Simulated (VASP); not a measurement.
# TiN (Fm-3m) in VASP: single point with LDA

Aim: the single point of TiN with LDA.

All numbers are computed with VASP 6.6.1; they aren't measurements. Logs are shortened: lines on timing, memory, paths and dates and some standing lists are left out, and cuts for length are marked.

### Step 1. The structure

It takes space group Fm-3m (No. 225, cubic). The conventional cell has a = 4.176 Å, b = 4.176 Å, c = 4.176 Å, α = 90.00°, β = 90.00°, γ = 90.00°. Around Ti (site symmetry m-3m) lie 6 N at 2.09 Å. Around N (site symmetry m-3m) lie 6 Ti at 2.09 Å.

### Step 2. Single point, LDA

The input, INCAR:

```
SYSTEM = TiN
PREC = Accurate ; ENCUT = 520
EDIFF = 1E-6 ; ISMEAR = 1
SIGMA = 0.1 ; LREAL = .FALSE.
LASPH = .TRUE. ; NELM = 80
ALGO = Fast ; ISIF = 2
LWAVE = .FALSE. ; LCHARG = .FALSE.
GGA = CA ; NBANDS = 16
ICORELEVEL = 1
```

The input, KPOINTS:

```
regular mesh
0
G
  13 9 36
  0 0 0
```

The input, POSCAR:

```
TiN
1.0
    2.9527421500      0.0000000000      0.0000000000
    0.0000000000      4.1758080000      0.0000000000
    1.4763710800      2.0879040000      1.4763710800
Ti N
1 1
Direct
    0.0000000000      0.0000000000      0.0000000000
    0.0000000000      0.5000000000      0.0000000000
```

Potentials or basis: VASP PAW LDA potentials, release 64 (Ti_sv, N).

The run is started by

```bash
cat potpaw_LDA.64/Ti_sv/POTCAR potpaw_LDA.64/N/POTCAR > POTCAR
mpirun -np 1 vasp_std > vasp.out
```

OUTCAR:

```text
SYSTEM = TiN
   PREC = Accurate
   ENCUT = 520
   EDIFF = 1E-6
   ISMEAR = 1
   LREAL = .FALSE.
   LASPH = .TRUE.
   NELM = 80
   ISIF = 2
   GGA = CA

 ion  position               nearest neighbor table
   1  0.000  0.000  0.000-   2 2.09   2 2.09   2 2.09   2 2.09   2 2.09   2 2.09
   2  0.000  0.500  0.000-   1 2.09   1 2.09   1 2.09   1 2.09   1 2.09   1 2.09

  LATTYP: Found a face centered cubic cell.
 ALAT       =     4.1758079974

  Lattice vectors:

 A1 = (   1.4763710700,  -2.0879040000,  -1.4763710800)
 A2 = (   2.9527421500,   0.0000000000,   0.0000000000)
 A3 = (   1.4763710800,  -2.0879040000,   1.4763710800)

Analysis of symmetry for initial positions (statically):
=====================================================================
 Subroutine PRICEL returns:
 Original cell was already a primitive cell.

 Routine SETGRP: Setting up the symmetry group for a
 face centered cubic supercell.

 Subroutine GETGRP returns: Found 48 space group operations
 (whereof 48 operations were pure point group operations)
 out of a pool of 48 trial point group operations.

The static configuration has the point symmetry O_h .

Analysis of symmetry for dynamics (positions and initial velocities):
=====================================================================
 Subroutine PRICEL returns:
 Original cell was already a primitive cell.

 Routine SETGRP: Setting up the symmetry group for a
 face centered cubic supercell.

 Subroutine GETGRP returns: Found 48 space group operations
 (whereof 48 operations were pure point group operations)
 out of a pool of 48 trial point group operations.

The dynamic configuration has the point symmetry O_h .

 Subroutine INISYM returns: Found 48 space group operations
 (whereof 48 operations are pure point group operations),
 and found     1 'primitive' translations

----------------------------------------------------------------------------------------

                                     Primitive cell

  volume of cell :      18.2038

  direct lattice vectors                    reciprocal lattice vectors
     2.952742150  0.000000000  0.000000000     0.338668244  0.000000000 -0.338668244
     0.000000000  4.175808000  0.000000000     0.000000000  0.239474612 -0.338668243
     1.476371080  2.087904000  1.476371080     0.000000000  0.000000000  0.677336486

  length of vectors
     2.952742150  4.175808000  2.952742157     0.478949224  0.414782194  0.677336486

  position of ions in fractional coordinates (direct lattice)
     0.000000000  0.000000000  0.000000000
     0.000000000  0.500000000  0.000000000

  ion indices of the primitive-cell ions
   primitive index   ion index
                 1           1
                 2           2

----------------------------------------------------------------------------------------

 KPOINTS: regular mesh

Automatic generation of k-mesh.
 Grid dimensions read from file:
 generate k-points for:   13    9   36

 Generating k-lattice:

  Cartesian coordinates                     Fractional coordinates (reciprocal lattice)
     0.026051403  0.000000000 -0.026051403     0.076923077  0.000000000  0.000000000
     0.000000000  0.026608290 -0.037629805     0.000000000  0.111111111  0.000000000
     0.000000000  0.000000000  0.018814902     0.000000000  0.000000000  0.027777778

  Length of vectors
     0.036842248  0.046086910  0.018814902

  Shift w.r.t. Gamma in fractional coordinates (k-lattice)
     0.000000000  0.000000000  0.000000000

 -----------------------------------------------------------------------------
|                                                                             |
|           W    W    AA    RRRRR   N    N  II  N    N   GGGG   !!!           |
|           W    W   A  A   R    R  NN   N  II  NN   N  G    G  !!!           |
|           W    W  A    A  R    R  N N  N  II  N N  N  G       !!!           |
|           W WW W  AAAAAA  RRRRR   N  N N  II  N  N N  G  GGG   !            |
|           WW  WW  A    A  R   R   N   NN  II  N   NN  G    G                |
|           W    W  A    A  R    R  N    N  II  N    N   GGGG   !!!           |
|                                                                             |
|     Your reciprocal lattice and k-lattice belong to different lattice       |
|     classes:                                                                |
|                                                                             |
|        The reciprocal lattice is body-centered cubic,                       |
|        whereas your k-lattice is simple monoclinic.                         |
|                                                                             |
|     Results are often still useful ...                                      |
|                                                                             |
 -----------------------------------------------------------------------------

 WARNING: IBZKPT: internal override: KBLOWUP is changed to .FALSE.
      ... skipping the blow-up phase ...

 Subroutine IBZKPT returns following result:
 ===========================================

 Found   1175 irreducible k-points:

 Following reciprocal coordinates:
            Coordinates               Weight
  0.000000  0.000000  0.000000      1.000000
  0.076923  0.000000  0.000000      2.000000
  0.153846  0.000000  0.000000      2.000000
  0.230769  0.000000  0.000000      2.000000
  0.307692  0.000000  0.000000      2.000000
  0.384615  0.000000  0.000000      2.000000
[... 16 lines left out ...]
  0.153846  0.222222  0.000000      4.000000
  0.230769  0.222222  0.000000      4.000000
 [... further k-points ...]
   k-points           NKPTS =   1175   k-points in BZ     NKDIM =   1175   number of bands    NBANDS=     16
   number of dos      NEDOS =    301   number of ions     NIONS =      2
   total plane-waves  NPLWV =  18432
   dimension x,y,z NGX =    24 NGY =   32 NGZ =   24
   dimension x,y,z NGXF=    48 NGYF=   64 NGZF=   48
   ions per type =               1   1
   NGX,Y,Z   is equivalent  to a cutoff of  13.51, 12.74, 13.51 a.u.
   NGXF,Y,Z  is equivalent  to a cutoff of  27.03, 25.48, 27.03 a.u.
 SYSTEM =  TiN
   PREC   = accura    normal or accurate (medium, high low for compatibility)
   ISTART =      0    job   : 0-new  1-cont  2-samecut
   ICHARG =      2    charge: 1-file 2-atom 10-const
   ISPIN  =      1    spin polarized calculation?
   LNONCOLLINEAR =      F non collinear calculations
   LSORBIT =      F    spin-orbit coupling
   LASPH  =      T    aspherical Exc in radial PAW
   ENCUT  =  520.0 eV  38.22 Ry    6.18 a.u.   5.49  7.76  5.49*2*pi/ulx,y,z
   NELM   =     80;   NELMIN=  2; NELMDL= -5     # of ELM steps
   EDIFF  = 0.1E-05   stopping-criterion for ELM
   LREAL  =      F    real-space projection
   EDIFFG = 0.1E-04   stopping-criterion for IOM
   NSW    =      0    number of steps for IOM
   IBRION =     -1    ionic relax: 0-MD 1-quasi-New 2-CG
   NFREE  =      0    steps in history (QN), initial steepest desc. (CG)
   ISIF   =      2    stress and relaxation
   ISYM   =      2    0-nonsym 1-usesym 2-fastsym
   POTIM  = 0.5000    time-step for ionic-motion
   TEBEG  =    0.0;   TEEND  =   0.0 temperature during run
   PSTRESS=    0.0 pullay stress
   NELECT =      17.0000    total number of electrons
   NUPDOWN=      -1.0000    fix difference up-down
   EMIN   =  10.00;   EMAX   =-10.00  energy-range for DOS
   EFERMI =   0.00;   METHOD = LEGACY
   ISMEAR =     1;   SIGMA  =   0.10  broadening in eV -4-tet -1-fermi 0-gaus
   EFERMI_NEDOS =   21; number of points for ismear=-14 and -15
   IALGO  =     68    algorithm
   IMIX   =      4    mixing-type and parameters
     AMIX     =   0.40;   BMIX     =  1.00
     AMIX_MAG =   1.60;   BMIX_MAG =  1.00
  volume/ion in A,a.u.               =       9.10        61.42
  Fermi-wavevector in a.u.,A,eV,Ry     =   1.600187  3.023914 34.839037  2.560597
  Thomas-Fermi vector in A             =   2.697362
   LORBIT       =      0    0 simple, 1 ext, 2 COOP (PROOUT), +10 PAW based schemes
   GGA     = CA    functional components
   LHFCALC =     F    Hartree Fock is set to
   AEXX    =    0.0000 exact exchange contribution
   IVDW    =     0    specifies the selected vdW correction
   LEPSILON=     F    determine dielectric tensor
   LRPA    =     F    only Hartree local field effects (RPA)
 non-spin polarized calculation
 RMM-DIIS sequential band-by-band and
 Methfessel and Paxton  Order N= 1 SIGMA  =   0.10
  energy-cutoff  :      520.00
  volume of cell :       18.20
 maximum number of plane-waves:       531
 NGX is ok and might be reduce to    24
   NGX = 11   NGY = 15   NGZ = 11

 number of electron      16.9999999 magnetization

 Free energy of the ion-electron system (eV)
  ---------------------------------------------------
  ext. energy  EPLUGINS =         0.00000000
  ---------------------------------------------------
  free energy    TOTEN  =       -21.67279224 eV

  energy without entropy =      -21.67259935  energy(sigma->0) =      -21.67272794

 the core state eigenenergies are
   1-  1s  -4827.5753  2s   -517.7757  2p   -426.7243
   2-  1s   -361.7842

 E-fermi :  11.8066     XC(G=0): -13.6309

 val. band max:       11.8043443681   @ k =   0.2308  -0.3333   0.1111
 cond. band min:      11.8066989340   @ k =   0.1538  -0.2222   0.1944
 fundamental gap:      0.0023545659
 Fermi energy:        11.8065666685

 k-point     1 :       0.0000    0.0000    0.0000
  band No.  band energies     occupation
      1     -45.2572      2.00000
      2     -21.5748      2.00000
      3     -21.5748      2.00000
      4     -21.5748      2.00000
      5      -5.2885      2.00000
      6       9.7710      2.00000
[... 8 lines left out ...]
     15      25.1474      0.00000
     16      32.2624      0.00000

 k-point     2 :       0.0769    0.0000    0.0000
  band No.  band energies     occupation
      1     -45.2476      2.00000
      2     -21.6202      2.00000
      3     -21.5892      2.00000
      4     -21.5892      2.00000
      5      -5.1223      2.00000
      6       8.5966      2.00000
[... 8 lines left out ...]
     15      25.3293      0.00000
     16      31.7556      0.00000
[... 229 lines left out ...]
 k-point    15 :      -0.4615    0.1111    0.0000
  band No.  band energies     occupation
      1     -45.1027      2.00000
      2     -22.1773      2.00000
      3     -21.8366      2.00000
      4     -21.7915      2.00000
      5      -3.6833      2.00000
      6       5.5859      2.00000
[... 8 lines left out ...]
     15      24.8237      0.00000
     16      26.2568      0.00000

 k-point    16 :      -0.3846    0.1111    0.0000
  band No.  band energies     occupation
      1     -45.1307      2.00000
      2     -22.1059      2.00000

------------------------ aborting loop because EDIFF is reached ----------------------------------------

  FORCE on cell =-STRESS in cart. coord.  units (eV):
  Direction    XX          YY          ZZ          XY          YZ          ZX
  --------------------------------------------------------------------------------------
  -------------------------------------------------------------------------------------
  Total        0.0234672      0.0234672      0.0234672      0.0000000     -0.0000000      0.0000000
  in kB        2.0654266      2.0654266      2.0654266      0.0000000     -0.0000000      0.0000000
  external PRESSURE =       2.0654266 kB  Pullay stress =       0.0000000 kB

 VOLUME and BASIS-vectors are now :
 -----------------------------------------------------------------------------
  energy-cutoff  :      520.00
  volume of cell :       18.20
      direct lattice vectors                 reciprocal lattice vectors
     2.952742150  0.000000000  0.000000000     0.338668244  0.000000000 -0.338668244
     0.000000000  4.175808000  0.000000000     0.000000000  0.239474612 -0.338668243
     1.476371080  2.087904000  1.476371080     0.000000000  0.000000000  0.677336486

 POSITION                                       TOTAL-FORCE (eV/Angst)
 -----------------------------------------------------------------------------------
      0.00000      0.00000      0.00000         0.000000      0.000000      0.000000
      0.00000      2.08790      0.00000        -0.000000     -0.000000      0.000000
 -----------------------------------------------------------------------------------
    total drift:                               -0.000000      0.000000      0.000000

  FREE ENERGIE OF THE ION-ELECTRON SYSTEM (eV)
  ---------------------------------------------------
  free  energy   TOTEN  =       -21.6727922410 eV

  energy  without entropy=      -21.6725993503  energy(sigma->0) =      -21.67272794
```

Run time: 3.2 min. Hardware: 1 thread of Intel Xeon 6975P-C (Granite Rapids), shared host; peak memory 0.44 GiB.

What came out:

```yaml
Free_energy: -21.6728 eV
Pressure: 0.2 GPa
Band_gap_on_the_k_mesh: none (metal or under the smearing width)
```

Core levels (eV, on the scale of the bands):
| atom | levels |
| --- | --- |
| 1 Ti | 1s -4827.6, 2s -517.8, 2p -426.7 |
| 2 N | 1s -361.8 |
